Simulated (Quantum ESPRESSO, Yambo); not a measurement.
**A GW run on Sb (buckled honeycomb monolayer) in Yambo, with inputs changed**

A base run on Sb (buckled honeycomb monolayer), then changed inputs.

Method: PBE and many-body steps on it, plane waves, in Yambo 5.3.0.

## (1) Set-up

The cell holds 2 atoms: 2 Sb. Cell: a = 4.127 Å, b = 4.127 Å, c = 14.000 Å, α = 90.0°, β = 90.0°, γ = 120.0°. Vacuum lies along c.

Coordinates:

```cif
data_structure
_symmetry_space_group_name_H-M 'P 1'
_symmetry_Int_Tables_number 1
_cell_length_a 4.1272
_cell_length_b 4.1272
_cell_length_c 14.0000
_cell_angle_alpha 90.000
_cell_angle_beta 90.000
_cell_angle_gamma 120.000
_cell_volume 206.52
loop_
_atom_site_label
_atom_site_type_symbol
_atom_site_fract_x
_atom_site_fract_y
_atom_site_fract_z
_atom_site_occupancy
Sb1 Sb 0.33333 0.66667 0.44158 1
Sb2 Sb 0.66667 0.33333 0.55842 1
```

The structure was relaxed with PBE. The runs that relaxed it are not among those shown. Spin-orbit coupling is left out unless a step names it.

## (2) Base

This step: Yambo 5.3.0; G0W0 on PBE, plane waves, norm-conserving pseudopotentials.

Now the one-shot GW correction: screening in the RPA, then the self-energy of the levels asked for.

The input, gw2.in:

```
HF_and_locXC
gw0
dyson
ppa
em1d
rim_cut
rim_w
RandQpts= 3000000
RandGvec= 100 RL
CUTGeo= "slab z"
RandGvecW= 9 RL
EXXRLvcs= 72 Ry
VXCRLvcs= 288 Ry
Chimod= "HARTREE"
% BndsRnXp
 1 | 142 |
%
NGsBlkXp= 9.5 Ry
% LongDrXp
 1 | 1 | 0 |
%
% GbndRnge
 1 | 142 |
%
DysSolver= "n"
ExtendOut
PPAPntXp= 27.21138 eV
% QPkrange
 1 | 1 | 14 | 17 |
 3 | 3 | 14 | 17 |
%
```

Run with:

```console
OMP_NUM_THREADS=1 mpirun -n 4 yambo -F gw2.in -J gw2 -C gw2 > gw2.log
```

The log of the run:

```text
 Yambo, version 5.3.0

 [02] CORE Variables Setup
 =========================

  [... cell, symmetries and grids as in the set-up ...]

  [02.05] Energies & Occupations
  ==============================

  [X] === General ===
  [X] Electronic Temperature                        :  0.000000  0.000000 [eV K]
  [X] Bosonic    Temperature                        :  0.000000  0.000000 [eV K]
  [X] Finite Temperature mode                       : no
  [X] El. density                                   :  0.14527E+24 [cm-3]
  [X] Fermi Level                                   : -0.568718 [eV]

  [X] === Gaps and Widths ===
  [X] Conduction Band Min                           :  1.305737 [eV]
  [X] Valence Band Max                              :  0.000000 [eV]
  [X] Filled Bands                                  :  15
  [X] Empty Bands                                   :   16  289
  [X] Direct Gap                                    :  1.559885 [eV]
  [X] Direct Gap localized at k                     :  1
  [X] Indirect Gap                                  :  1.305737 [eV]
  [X] Indirect Gap between kpts                     :  1  3
  [X] Last valence band width                       :  1.758542 [eV]
  [X] 1st conduction band width                     :  0.894916 [eV]

 [03] Transferred momenta grid and indexing
 ==========================================

 IBZ Q-points                                      :   7
 BZ  Q-points                                      :   36

 K/Q-points units:
 rlu = crystal or reduced units; cc = cartesian coordinates; iku = interal k-units

 Q [1]          [rlu]:  0.000000  0.000000  0.000000
 Q [2]          [rlu]: -0.16529E-16  0.16667       0.0000
 Q [3]          [rlu]: -0.33057E-16  0.33333       0.0000
 Q [4]          [rlu]:  0.49586E-16 -0.50000       0.0000
 Q [5]          [rlu]:  0.166667  0.166667  0.000000
 Q [6]          [rlu]:  0.166667  0.333333  0.000000
 Q [7]          [rlu]:  0.333333  0.333333  0.000000

 [04] Coloumb potential Random Integration (RIM)
 ===============================================

 Performing RIM of v_slab

  [04.01] RIM initialization
  ==========================

  * Diagonal components only detected *

  8 x (sBL volume)        :  0.039552 [a.u.]
  sBZ random points       :  3000000
  Points outside the sBZ  :  24000829
  RL volume               :  0.177985 [a.u.]
  Integrated volume       :  0.177979 [a.u.]

  [04.02] RIM integrals
  =====================

  Gamma point sphere radius             :  0.036404 [a.u.]
  Points outside the sphere             :  2398884
  [Int_sBZ(q=0) 1/q^2]*(Vol_sBZ)^(-1/3) =:  7.385834
                                 should be <:  7.795600

  Summary of Coulomb integrals for non-metallic bands |Q|[au] RIM/Bare

  Q [1] 0.100000E-4 0.947436 * Q [2] 0.155042 0.954387
  Q [5] 0.268540 1.010257 * Q [3] 0.310083 1.014493
  Q [6] 0.410202 1.014737 * Q [4] 0.465125 1.013090
  Q [7] 0.537080 1.010659
  Non-periodic chartesian directions : none
  Optical renormalization            :  26.45617 [au]
  Polarizability dimension           : length

 [05] Coloumb potential CutOffslab
 =================================

 Cut directionsZ
 Slab Cutoff:Z
 Symmetry test passed : yes

 [WARNING] [Xp] User bands 1-142 break level degeneracy

 [06] Dipoles
 ============

  [06.01] Setup: observables and procedures
  =========================================

 [07] Dynamic Dielectric Matrix (PPA)
 ====================================

 [WR./gw2//ndb.pp]---------------------------------------------------------------
  Brillouin Zone Q/K grids (IBZ/BZ)                :    7   36    7   36
  RL vectors                                       :  17175 [WF]
  Coulomb cutoff potential                         : slab z
  Electronic Temperature                           :  0.000000 [K]
  Bosonic    Temperature                           :  0.000000 [K]
  PPA    diel. fun.  energies                      : Perdew, Burke & Ernzerhof(X)+Perdew, Burke & Ernzerhof(C)
[...]
Field direction                                  :  0.707107E-5  0.707107E-5   0.00000
  BZ energy Double Grid                            : no
  BZ energy DbGd points                            : 0
  BZ Q point size factor                           : -1.000000
  X Optical Averaged directions                    : none

 [08] Local Exchange-Correlation + Non-Local Fock
 ================================================

 [VXC] Plane waves :  115007
 [EXS] Plane waves :  14423

 QP @ state[ 1 ] K range:  1  1
 QP @ state[ 1 ] b range:  14  17
 QP @ state[ 2 ] K range:  3  3
 QP @ state[ 2 ] b range:  14  17

 [xc] Functional : Perdew, Burke & Ernzerhof(X)+Perdew, Burke & Ernzerhof(C)
 [xc] LIBXC used to calculate xc functional
  PP Number of Atomic Species                      :  1
  NLCC RL compoments                               :  115007
  PP Number of Atomic Species                      :  1
  NLCC RL compoments                               :  115007

 [xc] E_xc :  -18.09053 [Ha]
      E_xc :  -36.18105 [Ry]

  Local XC kind (lXC) : Perdew, Burke & Ernzerhof(X)+Perdew, Burke & Ernzerhof(C)
  Non-Local XC kind (nlXC) : Hartree-Fock

  Corrections @ K [1] :  [eV]
 <14|nlXC|14> = -13.53294 -0.63221E-17 <14|lXC|14> = -11.71994  0.000000
 <15|nlXC|15> = -13.53295  0.28943E-17 <15|lXC|15> = -11.71994 -0.47204E-16
 <16|nlXC|16> = -7.634906 -0.32175E-17 <16|lXC|16> = -10.57961 -0.47204E-16
 <17|nlXC|17> = -7.909748  0.12661E-17 <17|lXC|17> = -11.01827  0.23602E-16

  Corrections @ K [3] :  [eV]
 <14|nlXC|14> = -13.55212  0.11218E-17 <14|lXC|14> = -11.18720  0.94408E-16
 <15|nlXC|15> = -12.85635  0.75316E-17 <15|lXC|15> = -10.53807 -0.94408E-16
 <16|nlXC|16> = -6.646102 -0.56492E-18 <16|lXC|16> = -9.268133 -0.35403E-16
 <17|nlXC|17> = -5.839611  0.40442E-17 <17|lXC|17> = -9.244538  0.000000

 [09] Dyson equation: Newton solver
 ==================================

  [09.01] RIM-W interpolation
  ===========================

  [WARNING] RIM-W works only for 2D semiconductors with slab cutoff
  Found compatible q grid: 2D
  q_min[ 1 ]:  0.16667      0.18706E-11   0.0000     [rlu]
   0.166667  0.083333  0.000000 [iku]
  q_min[ 2 ]:  0.16529E-16  0.16667       0.0000     [rlu]
   0.93261E-11  0.16667       0.0000     [iku]
  G-vectors :  13
  G-vectors loaded:  139
  Number of interpolated frequencies:  2

  Evaluating coefficients q = 0
  Evaluating coefficients q = 0

  [09.02] RIM-W integrals
  =======================

  8 x (sBL volume)        :  0.039552 [a.u.]
  sBZ random points       :  3000000
  Points outside the sBZ  :  24000829
  RL volume               :  0.177985 [a.u.]
  Integrated volume       :  0.177979 [a.u.]

  [09.03] RIM integrals
  =====================

  Comparison between head Wc = W - v averages: < Wc > [au] RIM-W/RIM

   < -Wc [Q = 1] > 0.347057E-1 0.535006E-4 * < -Wc [Q = 2] > 0.005619 0.005466
   < -Wc [Q = 3] > 0.001112 0.001091 * < -Wc [Q = 4] > 0.380810E-3 0.376644E-3
   < -Wc [Q = 5] > 0.001609 0.001578 * < -Wc [Q = 6] > 0.544067E-3 0.538844E-3
   < -Wc [Q = 7] > 0.256595E-3 0.254971E-3

  Comparison between head Wc = W - v averages: < Wc > [au] RIM-W/RIM

   < -Wc [G = 1,G`=0] > 0.347057E-1 0.535006E-4 * < -Wc [G = 2,G`=0] >-0.001569 0.000000
   < -Wc [G = 3,G`=0] >-0.001569 0.000000 * < -Wc [G = 4,G`=0] > 0.190847E-4  0.00000
   < -Wc [G = 5,G`=0] > 0.190990E-4  0.00000 * < -Wc [G = 6,G`=0] > 0.701657E-4  0.00000
   < -Wc [G = 7,G`=0] > 0.701484E-4  0.00000 * < -Wc [G = 8,G`=0] >-0.456547E-5  0.00000
   < -Wc [G = 9,G`=0] >-0.493536E-5  0.00000 * < -Wc [G = 10,G`=0] >-0.463239E-5  0.00000
   < -Wc [G = 11,G`=0] >-0.473442E-5  0.00000 * < -Wc [G = 12,G`=0] >-0.507526E-5  0.00000
   < -Wc [G = 13,G`=0] >-0.480979E-5  0.00000

 [10] G0W0 (W PPA)
 =================

 [  GW  ] Bands range     :    1  142
 [GW/PPA] G damping       :  0.100000 [eV]

 QP @ state[ 1 ] K range:  1  1
 QP @ state[ 1 ] b range:  14  17
 QP @ state[ 2 ] K range:  3  3
 QP @ state[ 2 ] b range:  14  17

  Sc/G bands                                       :    1  142
  Sc/G damping                                     :  0.100000 ev
  Sc bands terminator                              : no
  Sx RL components                                 :  14423

  QP @ state[ 1 ] K range                          :  1  1
  QP @ state[ 1 ] b range                          :  14  17
  QP @ state[ 2 ] K range                          :  3  3
  QP @ state[ 2 ] b range                          :  14  17
  GF energies kind                                 : Perdew, Burke & Ernzerhof(X)+Perdew, Burke & Ernzerhof(C)
  GF WF`s kind                                     : Perdew, Burke & Ernzerhof(X)+Perdew, Burke & Ernzerhof(C)
  Xs energies kind                                 : Perdew, Burke & Ernzerhof(X)+Perdew, Burke & Ernzerhof(C)
  Xs WF`s kind                                     : Perdew, Burke & Ernzerhof(X)+Perdew, Burke & Ernzerhof(C)

 [14] Game Over & Game summary
```

Elapsed: 6.7 min, on 4 MPI ranks of Arm Neoverse V2, shared host; peak memory 2.6 GiB; 27 min of CPU time.

Numbers from this step:

```
G0W0 gap on the points computed              : 2.325 eV
starting gap on the mesh                     : 1.306 eV
k of the valence top                         : 0, 0, 0
k of the conduction bottom                   : 0, 0.3333, 0
least direct G0W0 gap on the computed points : 2.691 eV
Z at the valence top                         : 0.7341
Z at the conduction bottom                   : 0.7396
```

The gap on the mesh goes from 1.31 eV to 2.33 eV, a correction of +1.02 eV.

## (3) Scissors in G

gw7.in, as its differences from gw2.in of step 2:

```diff
@@ -31 +31,4 @@
 %
+% GfnQP_E
+ 1.0 | 1.0 | 1.0 |
+%
```

Run with:

```console
OMP_NUM_THREADS=1 mpirun -n 4 yambo -F gw7.in -J gw7,gw2_W -C gw7 > gw7.log
```

The log of the run:

```text
 Yambo, version 5.3.0

 [02] CORE Variables Setup
 =========================

  [... cell, symmetries and grids as in the set-up ...]

  [02.05] Energies & Occupations
  ==============================

  [X] === General ===
  [X] Electronic Temperature                        :  0.000000  0.000000 [eV K]
  [X] Bosonic    Temperature                        :  0.000000  0.000000 [eV K]
  [X] Finite Temperature mode                       : no
  [X] El. density                                   :  0.14527E+24 [cm-3]
  [X] Fermi Level                                   : -0.568718 [eV]

  [X] === Gaps and Widths ===
  [X] Conduction Band Min                           :  1.305737 [eV]
  [X] Valence Band Max                              :  0.000000 [eV]
  [X] Filled Bands                                  :  15
  [X] Empty Bands                                   :   16  289
  [X] Direct Gap                                    :  1.559885 [eV]
  [X] Direct Gap localized at k                     :  1
  [X] Indirect Gap                                  :  1.305737 [eV]
  [X] Indirect Gap between kpts                     :  1  3
  [X] Last valence band width                       :  1.758542 [eV]
  [X] 1st conduction band width                     :  0.894916 [eV]

 [03] Transferred momenta grid and indexing
 ==========================================

 IBZ Q-points                                      :   7
 BZ  Q-points                                      :   36

 K/Q-points units:
 rlu = crystal or reduced units; cc = cartesian coordinates; iku = interal k-units

 Q [1]          [rlu]:  0.000000  0.000000  0.000000
 Q [2]          [rlu]: -0.16529E-16  0.16667       0.0000
 Q [3]          [rlu]: -0.33057E-16  0.33333       0.0000
[...]
[G+QP] Last valence band width                    :  1.758542 [eV]
  [G+QP] 1st conduction band width                  :  0.894916 [eV]

  [coarse-grid] Minimum Bare Gap        [ev]:  1.305737
  [coarse-grid] Minimum Gap Correction  [ev]:  1.000000

  Eqp @ K [1]
  -28.57717 -28.57717 -28.50781 -28.50781 -28.46180 -28.40217 -28.40217 -28.36459
   -28.3208     -28.3208     -11.2332     -6.27959    -0.558507    -0.961877E-8   0.00000      2.55988
   3.786477  3.786477  5.437307  5.533463  7.425462  8.313383  8.674149  9.172215
[...]
Eqp @ K [2]
[...]
Eqp @ K [3]
[...]
Eqp @ K [4]
[...]
Eqp @ K [5]
[...]
Eqp @ K [6]
[...]
Eqp @ K [7]
[...]
4.593681  4.593681  7.650631  8.316883  8.316883  8.860159  9.122887  9.122887
    9.29333   9.72359   9.72359   9.95529  11.96086  11.96086  12.30468  12.44107

 [07] Dipoles
 ============

  [07.01] Setup: observables and procedures
  =========================================

 [08] Dynamic Dielectric Matrix (PPA)
 ====================================

  Sc/G bands                                       :    1  142
  Sc/G damping                                     :  0.100000 ev
  Sc bands terminator                              : no
  Sx RL components                                 :  14423

  QP @ state[ 1 ] K range                          :  1  1
  QP @ state[ 1 ] b range                          :  14  17
  QP @ state[ 2 ] K range                          :  3  3
  QP @ state[ 2 ] b range                          :  14  17
  GF energies kind                                 : Perdew, Burke & Ernzerhof(X)+Perdew, Burke & Ernzerhof(C)+ user defined corrections @E
  GF WF`s kind                                     : Perdew, Burke & Ernzerhof(X)+Perdew, Burke & Ernzerhof(C)
  Xs energies kind                                 : Perdew, Burke & Ernzerhof(X)+Perdew, Burke & Ernzerhof(C)
  Xs WF`s kind                                     : Perdew, Burke & Ernzerhof(X)+Perdew, Burke & Ernzerhof(C)

 [15] Game Over & Game summary
```

Run time: 2.7 min. Hardware: 4 MPI ranks; peak memory 2.6 GiB.

Numbers from this step:

* G0W0 gap on the points computed: 2.471 eV
* starting gap on the mesh: 1.306 eV
* k of the valence top: 0, 0, 0
* k of the conduction bottom: 0, 0.3333, 0
* least direct G0W0 gap on the computed points: 2.844 eV
* Z at the valence top: 0.7380
* Z at the conduction bottom: 0.7787

The program's own table gives 2.692 eV, which is too large where the input levels are shifted: this version takes Σc at the unshifted level E₀, yet steps from the shifted one. The value above is the Newton step from E₀, E₀ + Z(Σc + Σx − Vxc), rebuilt from the printed columns.

## (4) Two empty bands

gw8.in, as its differences from gw7.in of step 3:

```diff
@@ -15,3 +15,3 @@
 % BndsRnXp
- 1 | 142 |
+ 1 | 17 |
 %
@@ -22,3 +22,3 @@
 % GbndRnge
- 1 | 142 |
+ 1 | 17 |
 %
@@ -31,4 +31 @@
 %
-% GfnQP_E
- 1.0 | 1.0 | 1.0 |
-%
```

Run with:

```console
OMP_NUM_THREADS=1 mpirun -n 4 yambo -F gw8.in -J gw8 -C gw8 > gw8.log
```

The log of the run:

```text
 Yambo, version 5.3.0

 [02] CORE Variables Setup
 =========================

  [... cell, symmetries and grids as in the set-up ...]

  [02.05] Energies & Occupations
  ==============================

  [X] === General ===
  [X] Electronic Temperature                        :  0.000000  0.000000 [eV K]
  [X] Bosonic    Temperature                        :  0.000000  0.000000 [eV K]
  [X] Finite Temperature mode                       : no
  [X] El. density                                   :  0.14527E+24 [cm-3]
  [X] Fermi Level                                   : -0.568718 [eV]

  [X] === Gaps and Widths ===
  [X] Conduction Band Min                           :  1.305737 [eV]
  [X] Valence Band Max                              :  0.000000 [eV]
  [X] Filled Bands                                  :  15
  [X] Empty Bands                                   :   16  289
  [X] Direct Gap                                    :  1.559885 [eV]
  [X] Direct Gap localized at k                     :  1
  [X] Indirect Gap                                  :  1.305737 [eV]
  [X] Indirect Gap between kpts                     :  1  3
  [X] Last valence band width                       :  1.758542 [eV]
  [X] 1st conduction band width                     :  0.894916 [eV]

 [03] Transferred momenta grid and indexing
 ==========================================

 IBZ Q-points                                      :   7
 BZ  Q-points                                      :   36

 K/Q-points units:
 rlu = crystal or reduced units; cc = cartesian coordinates; iku = interal k-units

 Q [1]          [rlu]:  0.000000  0.000000  0.000000
 Q [2]          [rlu]: -0.16529E-16  0.16667       0.0000
 Q [3]          [rlu]: -0.33057E-16  0.33333       0.0000
[...]
< -Wc [Q = 1] > 0.329941E-1 0.492116E-4 * < -Wc [Q = 2] > 0.005139 0.004968
   < -Wc [Q = 3] > 0.946585E-3 0.924275E-3 * < -Wc [Q = 4] > 0.282254E-3 0.277390E-3
   < -Wc [Q = 5] > 0.001422 0.001392 * < -Wc [Q = 6] > 0.437401E-3 0.433172E-3
   < -Wc [Q = 7] > 0.175261E-3 0.173171E-3

  Comparison between head Wc = W - v averages: < Wc > [au] RIM-W/RIM

   < -Wc [G = 1,G`=0] > 0.329941E-1 0.492116E-4 * < -Wc [G = 2,G`=0] >-0.001615 0.000000
   < -Wc [G = 3,G`=0] >-0.001615 0.000000 * < -Wc [G = 4,G`=0] > 0.635116E-4  0.00000
   < -Wc [G = 5,G`=0] > 0.635394E-4  0.00000 * < -Wc [G = 6,G`=0] > 0.202718E-4  0.00000
   < -Wc [G = 7,G`=0] > 0.202374E-4  0.00000 * < -Wc [G = 8,G`=0] >-0.468263E-5  0.00000
   < -Wc [G = 9,G`=0] >-0.427410E-5  0.00000 * < -Wc [G = 10,G`=0] >-0.475083E-5  0.00000
   < -Wc [G = 11,G`=0] >-0.465985E-5  0.00000 * < -Wc [G = 12,G`=0] >-0.441837E-5  0.00000
   < -Wc [G = 13,G`=0] >-0.473483E-5  0.00000

 [10] G0W0 (W PPA)
 =================

 [  GW  ] Bands range     :   1  17
 [GW/PPA] G damping       :  0.100000 [eV]

 QP @ state[ 1 ] K range:  1  1
 QP @ state[ 1 ] b range:  14  17
 QP @ state[ 2 ] K range:  3  3
 QP @ state[ 2 ] b range:  14  17

  Sc/G bands                                       :   1  17
  Sc/G damping                                     :  0.100000 ev
  Sc bands terminator                              : no
  Sx RL components                                 :  14423

  QP @ state[ 1 ] K range                          :  1  1
  QP @ state[ 1 ] b range                          :  14  17
  QP @ state[ 2 ] K range                          :  3  3
  QP @ state[ 2 ] b range                          :  14  17
  GF energies kind                                 : Perdew, Burke & Ernzerhof(X)+Perdew, Burke & Ernzerhof(C)
  GF WF`s kind                                     : Perdew, Burke & Ernzerhof(X)+Perdew, Burke & Ernzerhof(C)
  Xs energies kind                                 : Perdew, Burke & Ernzerhof(X)+Perdew, Burke & Ernzerhof(C)
  Xs WF`s kind                                     : Perdew, Burke & Ernzerhof(X)+Perdew, Burke & Ernzerhof(C)

 [14] Game Over & Game summary
```

Wall time 65 s (4 MPI ranks); peak memory 2.6 GiB.

The run ended normally, though the input holds a fault or crude settings.

The fault put into this input: two empty bands. It printed a gap of 2.72 eV, an artefact of the input.

## (5) Side by side

Times are wall times on 4 MPI ranks of Arm Neoverse V2, shared host, good to a factor of about two.

```
          run   mesh  bands  screening cutoff (eV)  DFT gap (eV)  gap on the mesh (eV)  direct (eV)     time
         base  6×6×1    142                  129.3         1.306                 2.325        2.691  6.7 min
scissors in G  6×6×1    142                  129.3         1.306                 2.471        2.844  2.7 min
```

## (6) Summary of results

```json
{
  "base": "2.325 eV",
  "scissors in G": "2.471 eV",
  "known limits": "not at the basis limit; exchange with frozen shells missing; no spin-orbit coupling"
}
```

Scissors in G: +0.146 eV against base (keys changed: GfnQP_E). Bands and cutoff are finite, so the gap is not at the basis limit. The miss can reach some tenths of an eV and take either sign; the mesh is an error of its own. In the G0W0 runs levels were corrected at 2 k points alone, so a gap called «on the mesh» is the least over those, and an edge elsewhere would be missed. The norm-conserving file of at least one element keeps a d shell over frozen s and p shells of the same row. Exchange with those shells is missing from the self-energy, an error of 0.3 to 0.9 eV in cases checked, whose sign depends on which edge lies on those atoms. The many-body steps are scalar-relativistic: spin-orbit coupling is not in them.

[Paths, hosts, dates, memory and timing lines, banners, echoed tables and standing remarks are left out of the program output.]

[Logs are printed without paths, hosts, clocks, repeated set-up lines and the standing remarks that a program may print on its own settings, such as how far it seeks lower states.]

[Runs of the session that timed out or met a known fault of the program may be left out.]

[Hosts, paths, dates, database ids (printed as entryN), source tags and the programs' standing remarks are cut or masked in the printed files.]
